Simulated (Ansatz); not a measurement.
**NaCl, response to strain**

Take NaCl in the rock salt structure (space group Fm-3m, No. 225; a = 5.601 Å) as the base.

Strains are applied to the cell and any free atomic positions relax.

Computed with DFT with PBEsol, PAW potentials and a 420 eV plane-wave cutoff in Ansatz (an electronic-structure program), without spin-orbit coupling.

```tsv
isotropic strain (%)	band gap (eV)
-3	5.38
-2	5.25
-1.5	5.19
-1	5.13
-0.5	5.07
0	5.01
0.5	?
1	4.90
1.5	4.85
```

Task: Fit E_g = E₀ + Dε (ε in %) to the rows shown and predict the withheld row.

Result: Least squares on the printed values gives E₀ = 5.02 eV, D = -118 meV per % of strain (largest residual 0.01 eV); this predicts 4.96 eV, and the run gives 4.96 eV, in agreement.

Semilocal Kohn–Sham gaps tend to fall short of experiment. Stability against distortions was not tested.
